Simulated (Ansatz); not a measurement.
# Nb (Im-3m) in Ansatz: reference runs

How does Nb come out in PBEsol? The cell is run as given and disturbed.

Program: Ansatz 0.2.0. These are calculated values, not measurements. Logs are shortened: lines on timing, memory, paths and dates and some standing lists are left out, and cuts for length are marked.

## 1. Starting point

It takes space group Im-3m (No. 229, cubic). Conventional cell: a = 3.328 Å, b = 3.328 Å, c = 3.328 Å, α = 90.00°, β = 90.00°, γ = 90.00°. Nb (site symmetry m-3m) has 8 Nb at 2.88 Å as nearest neighbours.

## 2. Single point, PBEsol

The input, input.yaml:

```yaml
crystal:
  lattice:
    - [-1.66395, 1.66395, 1.66395]
    - [1.66395, -1.66395, 1.66395]
    - [1.66395, 1.66395, -1.66395]
  atoms:
    - { symbol: Nb, position: [0.0, 0.0, 0.0] }
kpoints:
  mp_grid: { grid: [11, 11, 11] }
scf:
  occupations: { method: fermi_dirac, width: 0.05 }
hamiltonian:
  xc: pbesol
  pseudopotentials: { kind: all_electron, lapw: { basis_error: 0.001 } }
output:
  forces: true
  stress: true
  eigenvalues: true
  populations: true
```

Potentials or basis: all-electron LAPW, scalar-relativistic.

Launch:

```
ansatz run input.yaml --threads 1 --pin off --max-ram 3072MiB --backend cpu --events-out ev --progress --plain --runs-dir out
```

What it wrote:

```text
Warning: RAYON_NUM_THREADS=1 ignored (pool sized by the plan → 1); use --threads N
Nb: projections on atomic orbitals take those of the free atom 1s2 2s2 2p6 3s2 3p6 3d10 4s2 4p6 4d4 5s1, of charge +0.00 (hamiltonian.pseudopotentials.projection_atoms)
LAPW: plane waves up to 7.544 Å⁻¹, error target 1.0e-3 eV per atom; small_component_spin mean_spin; Nb in spheres of 1.441 Å, 29 of its electrons in bands, Dirac shells [] (how accurate: hamiltonian.pseudopotentials.lapw.basis_error, Limitations)
Engine: ansatz 0.2.0, aarch64-unknown-linux-gnu
Pseudopotentials: kind: all_electron
Pseudopotential: Nb, LAPW, valence charge 29, lapw/all_electron/scalar/gaussian/Nb, Koelling and Harmon's equation, gaussian nucleus
Functional definition: PBEsol
  exchange = pbesol_x
  correlation = pbesol_c
Crystal: 1 atoms, lattice volume = 18.428 Å³
Basis set: ecut = 216.82541475099762 eV, 135 PW (Γ), exchange–correlation at level 2
Bands: 19, of which v1, the nominal top of the filled ones, is band 15 counted from 1 (14 counted from 0)
Symmetry: 48 space group operations
Space group: Im-3m (ITA 229), of the structure as read, at distance tolerance 2.6e-5 Å
k-points: 56 of 1331
Non-local potential: Nb, projectors of the file, none
Initial density: superposition of atomic densities (chi_scale 0.1, normalization cell)
Initial wavefunctions: plane waves of lowest kinetic energy (no species holds an atomic orbital)
Functional: x = pbesol(κ = 0.804, μ = 0.12345679012345678), c = pbesol(β = 0.046)
iter 1 solved again at ethr=8.25e-4 eV; its pass at ethr=1.00e-1 eV (dr2=2.39e-1 eV) is discarded
SCF iter   1: F=—  HF=-103889.398276 eV  |F-HF|=—  |Δ(HF+E_count)|=         —  Δρ=4.27e-2  dr2=2.40e-1  ethr=8.25e-4  ⟨swp⟩=2.6  Hψ=6538  notcnv=0
preconditioner: auto → none  [insulator: Δε(μ)=0.116 eV  Ē_g=7.757 eV  σ=0.050 eV  W_gap=0.52  n_scr=12 (ndim 8)  ℏωp=19.3 eV  f_vac=0.000  D(μ)=0.90/eV (n_scr^D=12)  ε∞_Penn≈7.2]
iter 2 solved again at ethr=3.90e-5 eV; its pass at ethr=8.25e-4 eV (dr2=1.13e-2 eV) is discarded
SCF iter   2: F=—  HF=-103888.893042 eV  |F-HF|=—  |Δ(HF+E_count)|=   5.05e-1  Δρ=1.04e-2  dr2=1.13e-2  ethr=3.90e-5  ⟨swp⟩=2.0  Hψ=5394  notcnv=0
SCF iter   3: F=—  HF=-103888.881033 eV  |F-HF|=—  |Δ(HF+E_count)|=         —  Δρ=3.62e-3  dr2=1.23e-3  ethr=3.90e-5  ⟨swp⟩=2.0  Hψ=3064  notcnv=0
the basis was enlarged: its passes take 230.8 KiB over the memory plan, 1 of 1 planned eigensolver slots
SCF iter   4: F=—  HF=-103888.880510 eV  |F-HF|=—  |Δ(HF+E_count)|=   5.23e-4  Δρ=4.72e-4  dr2=1.79e-5  ethr=4.23e-6  ⟨swp⟩=2.0  Hψ=3064  notcnv=0
SCF iter   5: F=—  HF=-103888.880515 eV  |F-HF|=—  |Δ(HF+E_count)|=   4.63e-6  Δρ=3.92e-5  dr2=1.43e-7  ethr=6.19e-8  ⟨swp⟩=2.0  Hψ=3068  notcnv=0
SCF iter   6: F=-103888.880515 eV  HF=-103888.880515 eV  |F-HF|=7.71e-10  |Δ(HF+E_count)|=   8.09e-8  Δρ=1.25e-6  dr2=2.08e-10  ethr=4.91e-10  ⟨swp⟩=2.1  Hψ=3075  notcnv=0
SCF 1 converged in 6 iterations: F = -103888.880515 eV  dr2 = 2.08e-10
SCF converged after 6 iterations
Free energy (F): -103888.880515 eV
Harris-Foulkes:  -103888.880515 eV  (|F-HF|=7.71e-10)
Internal energy: -103888.865880 eV  (E = F + TS)
E sigma→0 (E₀):  -103888.873198 eV
Entropy (-TS):   -0.014634 eV (-14.634 meV/atom)
Fermi energy:    19.238767 eV
--- Per-component energies (eV) ---
  E_band       = -3713.111020
  E_kinetic    = 107470.239244
  E_xc         = -3181.967575
  E_electrostatic = -208177.137549  (all electrons and nuclei)
  E_smearing   = -0.014634  (= −TS)
  E_closure    = 0.000000  (closes the sum)
  E_atoms      = -103878.004289  (free atoms, spherical and without spin; not in F)
  Σ components = -103888.880515   (vs F -103888.880515, Δ=0.00e0)
  Basis errors (estimates in eV, not in F): energy 2.4e-4 per atom: plane waves 1.9e-4 (1.0e-4 summed), levels above the bands 1.0e-85, relativity 2.0e-8, radial functions 4.7e-5, core shells 9.6e-8; eigenvalues (radial functions only) 2.9e-6; not estimated: angular momenta, meshes, grids; target (lapw.basis_error) 1.0e-3; muffin-tin radii Nb 1.441 Å
--- Forces (eV/Å), atoms counted from 1 ---
  atom   1  Nb    -0.00000000    -0.00000000     0.00000000
  max |Σ_I F_I| component: 4.36e-31 eV/Å
--- Stress (GPa, compression-positive) ---
       -7.800902       0.000000      -0.000000
        0.000000      -7.800902      -0.000000
       -0.000000      -0.000000      -7.800902
  P = ⅓ Tr σ = -7.8009 GPa (-78.009 kbar)
--- Band table (eV; the first three rows and the last of 56) ---
  k-point 0: bands = ["-322.9427", "-322.9427", "-322.9427", "-172.8099", "-172.8099", "-172.7938", "-172.7938", "-172.7938", "-35.0054", "-10.3803", "-10.3803", "-10.3803", "13.3812", "19.6437", "19.6437", "19.6437", "22.4779", "22.4779", "33.3390"]
  k-point 1: bands = ["-322.9427", "-322.9427", "-322.9427", "-172.8099", "-172.8099", "-172.7938", "-172.7938", "-172.7938", "-34.9877", "-10.4889", "-10.4135", "-10.3811", "13.7094", "19.4450", "19.5883", "19.9606", "22.1982", "22.4810", "33.5926"]
  k-point 2: bands = ["-322.9427", "-322.9427", "-322.9427", "-172.8099", "-172.8099", "-172.7938", "-172.7938", "-172.7938", "-34.9401", "-10.7731", "-10.5015", "-10.3834", "14.5693", "18.9597", "19.3341", "20.8791", "21.8941", "22.5268", "33.8968"]
  k-point 55: bands = ["-322.9427", "-322.9427", "-322.9427", "-172.8099", "-172.8099", "-172.7937", "-172.7937", "-172.7937", "-34.6258", "-11.2572", "-11.2373", "-11.2373", "15.7583", "15.8092", "24.1583", "24.1583", "24.5992", "27.6856", "28.9026"]
--- Löwdin populations: 1 site ---
  site symbol       q [e]
     0     Nb     40.9608
  spilling = 0.000957 (of n_electrons = 41.000000)
```

Run time: 4.1 s. Hardware: 1 thread of Arm Neoverse V2, shared host; peak memory 0.24 GiB.

What came out:

```
Free energy            : -103888.8805 eV
Pressure               : -7.8 GPa
Band gap on the k mesh : none (metal or under the smearing width)
```

Levels at points of the mesh, in eV from the Fermi level:
| k point | band 10 | band 11 | band 12 | band 13 | band 14 | band 15 | band 16 | band 17 | band 18 | band 19 |
| --- | --- | --- | --- | --- | --- | --- | --- | --- | --- | --- |
| (0.00, 0.00, 0.00) | -29.62 | -29.62 | -29.62 | -5.86 | 0.40 | 0.40 | 0.40 | 3.24 | 3.24 | 14.10 |

## 3. Single point, PBEsol (cell strained at random at fixed volume)

Changes to input.yaml since step 2:

```diff
@@ -2,7 +2,7 @@
   lattice:
-    - [-1.66395, 1.66395, 1.66395]
-    - [1.66395, -1.66395, 1.66395]
-    - [1.66395, 1.66395, -1.66395]
+    - [-1.654814, 1.661891, 1.663099]
+    - [1.611888, -1.669776, 1.628058]
+    - [1.702848, 1.717809, -1.670984]
   atoms:
-    - { symbol: Nb, position: [0.0, 0.0, 0.0] }
+    - { symbol: Nb, position: [-0.002892, -0.007653, 0.005276] }
 kpoints:
```

Potentials or basis: all-electron LAPW, scalar-relativistic.

Launch:

```
ansatz run input.yaml --threads 1 --pin off --max-ram 3072MiB --backend cpu --events-out ev --progress --plain --runs-dir out
```

Run time: 52 s. Hardware: 1 thread of Arm Neoverse V2, shared host; peak memory 0.7 GiB.

Results (log left out):

```yaml
Free_energy: -103888.8771 eV
Pressure: -7.9 GPa
Band_gap_on_the_k_mesh: none (metal or under the smearing width)
```

Stress tensor (GPa, compression positive):
```
-7.50 -0.63  0.36
-0.63 -9.35  0.20
 0.36  0.20 -6.85
```

Levels at points of the mesh, in eV from the Fermi level:
```tsv
k point	band 11	band 12	band 13	band 14	band 15	band 16	band 17	band 18	band 19
(0.00, 0.00, 0.00)	-29.62	-29.57	-5.87	0.09	0.35	0.72	3.08	3.42	13.72
```
